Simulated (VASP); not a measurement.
Sb, 1 atom in the cell. Symmetry: Pm-3m, No. 221, cubic system. The conventional cell has a = 3.160 Å, b = 3.160 Å, c = 3.160 Å, α = 90.00°, β = 90.00°, γ = 90.00°. Sb (site symmetry m-3m) is surrounded by 6 Sb at 3.16 Å. This isn't the form of Sb at room conditions, which is rhombohedral.

```yaml
Program: VASP 6.6.1
Task: single point
Functional: PBE
Potentials_or_basis: VASP PAW PBE potentials, release 64 (Sb)
Cutoff: 520 eV
k_mesh: 8 × 8 × 8
Occupations: fermi-dirac, width 0.05 eV
Spin: no spin polarisation
Further_INCAR_settings: ALGO = Normal; EDIFF = 1e-07; NBANDS = 8
```

Potentials or basis: VASP PAW PBE potentials, release 64 (Sb).

Launch:

```sh
$ cat potpaw_PBE.64/Sb/POTCAR > POTCAR
$ mpirun -np 1 vasp_std > vasp.out
```

Hardware: 1 thread of Intel(R) Xeon(R) Platinum 8488C (Sapphire Rapids), with other jobs on the host.

Problem. Estimate the wall time of this run.

Solution. It took 3.7 s on 1 thread of Intel(R) Xeon(R) Platinum 8488C (Sapphire Rapids), with other jobs on the host, peak memory 0.13 GiB. Counts: scf iterations 11, k points 35.
